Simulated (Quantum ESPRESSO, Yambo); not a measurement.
# A GW chain in Yambo: GaP (F-43m), part 2 of 3

Aim: the G0W0 gap of GaP (F-43m) on PBE, step by step.

Quantum ESPRESSO 7.5 and Yambo 5.3.0; PBE and many-body steps on it, plane waves. Known limits of the many-body steps: not at the basis limit; exchange with frozen shells missing; no spin-orbit coupling; coarse k mesh.

So far. Step 2 (Ground state): The gap is indirect, with the least direct gap 0.16 eV higher. Step 3 (Bands along the symmetry lines): The gap is 1.593 eV, −0.060 eV from the run before at this level.

### 4. Empty states on the mesh, 4×4×4 mesh, 100 bands

Level of this step: DFT, PBE, plane waves, norm-conserving pseudopotentials (Quantum ESPRESSO).

The sums over transitions need many empty states on a uniform mesh; this step solves for them.

pw.in

```
&control
  calculation = 'nscf'
  prefix = 'x'
  outdir = 'o'
  pseudo_dir = 'pseudo'
/
&system
  ibrav = 0
  nat = 2
  ntyp = 2
  ecutwfc = 72.0
  nbnd = 100
  force_symmorphic = .true.
/
&electrons
  conv_thr = 1e-9
  electron_maxstep = 80
  diago_full_acc = .true.
  diago_thr_init = 5e-6
/
ATOMIC_SPECIES
  Ga 69.723 Ga.upf
  P 30.974 P.upf
CELL_PARAMETERS angstrom
  0.0000000000 2.7252500000 2.7252500000
  2.7252500000 0.0000000000 2.7252500000
  2.7252500000 2.7252500000 0.0000000000
ATOMIC_POSITIONS crystal
  Ga 0.0000000000 0.0000000000 0.0000000000
  P 0.2500000000 0.2500000000 0.2500000000
K_POINTS automatic
  4 4 4 0 0 0
```

Launch:

```bash
$ OMP_NUM_THREADS=1 mpirun -n 8 pw.x -nk 4 -in pw.in > pw.out
```

What it wrote:

```text
[banner, memory and clock lines left out]
Program PWSCF v.7.5 starts

     Atomic positions and unit cell read from directory:
     o/x.save/

     Message from routine setup:
     using ibrav=0 with symmetry is DISCOURAGED, use correct ibrav instead

     bravais-lattice index     =            0
     lattice parameter (alat)  =       7.2832  a.u.
     unit-cell volume          =     273.1780 (a.u.)^3
     number of atoms/cell      =            2
     number of atomic types    =            2
     number of electrons       =        18.00
     number of Kohn-Sham states=          100
     kinetic-energy cutoff     =      72.0000  Ry
     charge density cutoff     =     288.0000  Ry
     Exchange-correlation= PBE
                           (   1   4   3   4   0   0   0)

     celldm(1)=   7.283166  celldm(2)=   0.000000  celldm(3)=   0.000000
     celldm(4)=   0.000000  celldm(5)=   0.000000  celldm(6)=   0.000000

     crystal axes: (cart. coord. in units of alat)
               a(1) = (   0.000000   0.707107   0.707107 )
               a(2) = (   0.707107   0.000000   0.707107 )
               a(3) = (   0.707107   0.707107   0.000000 )

     reciprocal axes: (cart. coord. in units 2 pi/alat)
               b(1) = ( -0.707107  0.707107  0.707107 )
               b(2) = (  0.707107 -0.707107  0.707107 )
               b(3) = (  0.707107  0.707107 -0.707107 )
     Pseudo is Norm-conserving + core correction, Zval = 13.0
     Generated using ONCVPSP code by D. R. Hamann
     Using radial grid of 1902 points,  6 beta functions with:
     Pseudo is Norm-conserving + core correction, Zval =  5.0
     Generated using ONCVPSP code by D. R. Hamann
     Using radial grid of 1298 points,  6 beta functions with:
     Ga               13.00    69.72300     Ga( 1.00)
     P                 5.00    30.97400     P ( 1.00)

     24 Sym. Ops. (no inversion) found

   Cartesian axes

     site n.     atom                  positions (alat units)
         1        Ga     tau(   1) = (   0.0000000   0.0000000   0.0000000  )
         2        P      tau(   2) = (   0.3535534   0.3535534   0.3535534  )

     number of k points=     8
                       cart. coord. in units 2pi/alat
        k(    1) = (   0.0000000   0.0000000   0.0000000), wk =   0.0312500
        k(    2) = (   0.1767767   0.1767767  -0.1767767), wk =   0.2500000
        k(    3) = (  -0.3535534  -0.3535534   0.3535534), wk =   0.1250000
[...]
k(    7) = (  -0.7071068   0.0000000   0.0000000), wk =   0.0937500
        k(    8) = (  -0.7071068   0.3535534   0.0000000), wk =   0.1875000

     Dense  grid:    22419 G-vectors     FFT dimensions: (  40,  40,  40)

     The potential is recalculated from file :
     o/x.save/charge-density

     Starting wfcs are   13 randomized atomic wfcs +   87 random wfcs

     Band Structure Calculation

     End of band structure calculation

          k = 0.0000 0.0000 0.0000 (  2741 PWs)   bands (ev):

    -6.9526  -6.9526  -6.9526  -6.8555  -6.8555  -4.8744   7.6196   7.6196
     7.6196   9.4365  11.5066  11.5066  11.5066  16.4298  17.3469  17.3469
    20.0728  20.0728  20.0728  23.4596  31.8376  31.8376  31.8376  34.7532
[...]
96.1985  96.1985  97.8005  97.8005

          k = 0.1768 0.1768-0.1768 (  2809 PWs)   bands (ev):

[...]
97.3081  97.3081  97.5442  97.8662

          k =-0.3536-0.3536 0.3536 (  2824 PWs)   bands (ev):

[...]
81.9846  81.9846  83.8284  84.5914  88.6178  88.6178  90.2492  92.1452
    92.3080  92.3080  92.5955  93.8737  93.8737  94.1894  94.5746  94.5746
    98.0787  98.5494  98.5494  99.2455

          k = 0.3536 0.0000 0.0000 (  2826 PWs)   bands (ev):

     [... further k-points ...]

     highest occupied, lowest unoccupied level (ev):     7.6196    9.2722

     XML data file, pseudopotentials, collected wavefunctions
```

Elapsed: 3.3 s, on 8 MPI ranks of Arm Neoverse V1, shared host; peak memory 0.4 GiB.

This step gave:

| Item | Value |
| --- | --- |
| gap | 1.653 eV |
| k of the valence top | 0, 0, 0 |
| k of the conduction bottom | 0, -0.5, -0.5 |
| least direct gap | 1.817 eV |
| k points computed | 8 |
| lowest point of the top converged band, above the valence top | 88.9156 eV |

On this mesh the gap is 1.653 eV.

### 5. Conversion and set-up

This step: Yambo 5.3.0; conversion and set-up on PBE, plane waves, norm-conserving pseudopotentials.

The states are converted to the many-body program's format and the q mesh is built.

Launch:

```bash
$ (cd o/x.save; p2y > p2y.log; mv SAVE ../..); yambo > setup.log
```

What it wrote:

```text
 Yambo, version 5.3.0

 [02] CORE Variables Setup
 =========================

  [02.01] Unit cells
  ==================

  Cell kind             :  FCC
  Atoms in the cell     :  Ga  P
  number of Ga atoms    :  1
  number of P  atoms    :  1

  List of atomic masses
  Mass of Ga    :  69.72300
  Mass of P     :  30.97400

  List of atomic coordinates    : [cc]
  Ga1       :  0.000000  0.000000  0.000000  order 1
  P1       :  2.574988  2.574988  2.574988  order 2

  Alat factors          :  5.149976  5.149976  5.149976 [a.u.]
  Direct lattice volume :  273.1780 [a.u.]
  Direct lattice vectors:  A[ 1 ]  A[ 2 ]  A[ 3 ]
   A[ 1 ]:  0.000000  1.000000  1.000000  [iru]
   0.000000  5.149976  5.149976  [cc]
   A[ 2 ]:  1.000000  0.000000  1.000000  [iru]
   5.149976  0.000000  5.149976  [cc]
   A[ 3 ]:  1.000000  1.000000  0.000000  [iru]
   5.149976  5.149976  0.000000  [cc]

  Recip. lattice volume :  0.908017 [a.u.]
  Recip. lattice vectors:  B[ 1 ]  B[ 2 ]  B[ 3 ]
   B[ 1 ]: -0.500000  0.500000  0.500000  [iku]
  -0.610021  0.610021  0.610021  [cc]
   B[ 2 ]:  0.500000 -0.500000  0.500000  [iku]
   0.610021 -0.610021  0.610021  [cc]
   B[ 3 ]:  0.500000  0.500000 -0.500000  [iku]
   0.610021  0.610021 -0.610021  [cc]

  [02.02] Symmetries
  ==================

  Inversion symmetry    : yes
  Spatial inversion     : no
  Inversion index       :  25
  K-space Time-reversal : yes
  Magnetic symmetries   : no
  Time-reversal derived K-space symmetries:   25   48
  Group table correct   : yes
  Symmetries units      :  [cc]

   [S  1]:   1.0000      0.28077E-16  0.28077E-16  0.28077E-16   1.0000     -0.28077E-16 -0.28077E-16 -0.28077E-16   1.0000
   [S  2]:  -1.0000     -0.28077E-16  0.28077E-16 -0.28077E-16  -1.0000     -0.28077E-16  0.28077E-16  0.28077E-16   1.0000
   [S  3]:  -1.0000      0.28077E-16 -0.28077E-16 -0.28077E-16   1.0000      0.28077E-16  0.28077E-16 -0.28077E-16  -1.0000
[...]
[S  9]:  0.28077E-16   1.0000      0.28077E-16 -0.28077E-16  0.28077E-16   1.0000       1.0000     -0.28077E-16 -0.28077E-16
   [S 10]:  0.28077E-16  -1.0000     -0.28077E-16 -0.28077E-16 -0.28077E-16  -1.0000       1.0000      0.28077E-16  0.28077E-16
     [... 36 further rows ...]
   [S*47]:   1.0000      0.28077E-16 -0.28077E-16  0.28077E-16 -0.28077E-16  -1.0000     -0.28077E-16   1.0000      0.28077E-16
   [S*48]:   1.0000     -0.28077E-16  0.28077E-16  0.28077E-16  0.28077E-16   1.0000     -0.28077E-16  -1.0000     -0.28077E-16

  [02.03] Reciprocal space
  ========================

  nG shells         :  260
  nG charge         :  22419
  nG WFs            :   3507
  nC WFs            :  2832
  G-vecs. in first 26 shells:  [ Number ]
     1    9   15   27   51   59   65   89  113
    137   169   181   229   259   283   307   331   339
    387   411   459   531   537   561   609   645
  ...
  Shell energy in first 26 shells:  [ mHa ]
[...]
Grid dimensions      :   4   4   4
  K lattice UC volume  :  0.014188 [a.u.]

  IBZ K-points                                      :   8
  BZ  K-points                                      :   64

  K/Q-points units:
  rlu = crystal or reduced units; cc = cartesian coordinates; iku = interal k-units

  K [1]          [rlu]:  0.000000  0.000000  0.000000
         WF components:  2741
  K [2]          [rlu]:  0.24132E-17  0.24132E-17  0.25000
         WF components:  2809
  K [3]          [rlu]: -0.48265E-17 -0.48265E-17 -0.50000
         WF components:  2824
  K [4]          [rlu]:  0.17252E-17  0.25000      0.25000
         WF components:  2826
  K [5]          [rlu]:  0.10504E-16  0.25000     -0.50000
         WF components:  2816
  [... 2 further k-points ...]
  K [8]          [rlu]:  0.250000 -0.500000 -0.250000
         WF components:  2832

  [02.05] Energies & Occupations
  ==============================

  [X] === General ===
  [X] Electronic Temperature                        :  0.000000  0.000000 [eV K]
  [X] Bosonic    Temperature                        :  0.000000  0.000000 [eV K]
  [X] Finite Temperature mode                       : no
  [X] El. density                                   :  0.44466E+24 [cm-3]
  [X] Fermi Level                                   :  7.619617 [eV]

  [X] === Gaps and Widths ===
  [X] Conduction Band Min                           :  1.652583 [eV]
  [X] Valence Band Max                              :  0.000000 [eV]
  [X] Filled Bands                                  :   9
  [X] Empty Bands                                   :   10  100
  [X] Direct Gap                                    :  1.816924 [eV]
  [X] Direct Gap localized at k                     :  1
  [X] Indirect Gap                                  :  1.652583 [eV]
  [X] Indirect Gap between kpts                     :   1   7
  [X] Last valence band width                       :  3.419614 [eV]
  [X] 1st conduction band width                     :  3.049488 [eV]

  E @ K [1]:  [eV]
   -14.5723     -14.5723     -14.5723     -14.4751     -14.4751     -12.4940    -0.203939E-8 -0.103506E-8
[...]
occ @ K [1]
[...]
E @ K [2]:  [eV]
[...]
occ @ K [2]
[...]
E @ K [3]:  [eV]
[...]
occ @ K [3]
[...]
E @ K [4]:  [eV]
[...]
occ @ K [4]
[...]
E @ K [5]:  [eV]
[...]
occ @ K [5]
[...]
[... 2 further k-points ...]
  E @ K [8]:  [eV]
[...]
occ @ K [8]
[...]
2.000000  0.000000  0.000000  0.000000  0.000000  0.000000  0.000000  0.000000
   0.000000  0.000000  0.000000  0.000000  0.000000  0.000000  0.000000  0.000000

 [03] Transferred momenta grid and indexing
 ==========================================

 IBZ Q-points                                      :   8
 BZ  Q-points                                      :   64

 K/Q-points units:
 rlu = crystal or reduced units; cc = cartesian coordinates; iku = interal k-units

 Q [1]          [rlu]:  0.000000  0.000000  0.000000
 Q [2]          [rlu]: -0.25926E-17 -0.25926E-17  0.25000
 Q [3]          [rlu]:  0.51853E-17  0.51853E-17 -0.50000
[...]
Q [7]          [rlu]: -0.34504E-17 -0.50000     -0.50000
 Q [8]          [rlu]:  0.250000 -0.500000 -0.250000

  [03.01] X indexes
  =================

   [03.01.01] Sigma indexes
   ========================

 [06] Game Over & Game summary
```

Elapsed: 2.6 s, on 1 MPI rank; peak memory 0.24 GiB.

(Part 2 of 3 ends here.)

[Paths, hosts, dates, memory and timing lines, banners, echoed tables and standing remarks are left out of the program output.]

[Logs are printed without paths, hosts, clocks, repeated set-up lines and the standing remarks that a program may print on its own settings, such as how far it seeks lower states.]

[Runs of the session that timed out or met a known fault of the program may be left out.]

[Hosts, paths, dates, database ids (printed as entryN), source tags and the programs' standing remarks are cut or masked in the printed files.]
